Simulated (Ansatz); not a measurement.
The system is Pd.

```
Pd
1.0
     2.78367    0.00000    0.00000
    -1.39183    2.41072    0.00000
     0.00000    0.00000    4.62889
Pd
2
Direct
  0.33333 0.66667 0.25000
  0.66667 0.33333 0.75000
```

This isn't the form of Pd at room conditions, which is fcc.

- Program: Ansatz 0.2.0
- Task: relaxation of cell and atoms
- Functional: LDA
- Potentials or basis: Ansatz PAW
- Cutoff: 420 eV (not typed: the program's choice for these potentials)
- k mesh: 11 × 11 × 6
- Occupations: fermi-dirac, width 0.05 eV
- Spin: no spin polarisation

At the start: volume 15.53 Å³/atom.

Q: How do energy, volume and symmetry change on relaxing?

A: It ends after 7 steps and the volume is 14.21 Å³/atom (-8.5 %); space group P6_3/mmc (No. 194, to 0.05 Å).

Step by step:
| step | energy change (eV) | largest force (eV/Å) | volume (Å³) |
| --- | --- | --- | --- |
| 1 | 0.0000 | 0.0000 | 31.06 |
| 2 | -0.0700 | 0.0000 | 26.82 |
| 3 | -0.1395 | 0.0000 | 28.76 |
| 4 | -0.1423 | 0.0000 | 28.43 |
| 5 | -0.1423 | 0.0000 | 28.43 |
| 6 | -0.1423 | 0.0000 | 28.43 |
| 7 | -0.1417 | 0.0000 | 28.43 |

Final structure:
```yaml
crystal:
  lattice:
    - [2.69968, 0.00000, 0.00000]
    - [-1.34984, 2.33799, 0.00000]
    - [0.00000, 0.00000, 4.50392]
  atoms:
    - { symbol: Pd, position: [0.33333, 0.66667, 0.25000] }
    - { symbol: Pd, position: [0.66667, 0.33333, 0.75000] }
```

Caveat: the plane-wave basis is chosen anew once the cell has moved, so the energies of steps on either side of that aren't comparable; the PAW data sets come from PBE, with cores solved anew for the run's functional, which leaves a small shift of forces and pressure.
